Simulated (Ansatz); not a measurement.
The reference is BAs in the zinc blende structure (space group F-43m, No. 216; a = 4.768 Å).

It is then changed as follows: every B is replaced by C; the structure is relaxed again.

Levels (all Ansatz, an electronic-structure program, PAW, earlier PAW set): PBEsol (420 eV, spin-orbit coupling left out); r2SCAN (500 eV, scalar-relativistic without spin-orbit coupling).

The geometry is relaxed with PBEsol.

| Item | Result |
|---|---|
| PBEsol pressure | 0.0 GPa |

Task: Predict the pressure from r2SCAN.

Result: The pressure goes from zero to 1.8 GPa.

Single points use the geometry relaxed with PBEsol. Their cutoffs differ, which shifts pressures a little. Whether these cells are dynamically stable was not tested. As relaxed here, AsC is a hypothetical phase, not in the database extracts checked. The final runs are not spin-polarised. An odd electron count without spin: AsC.
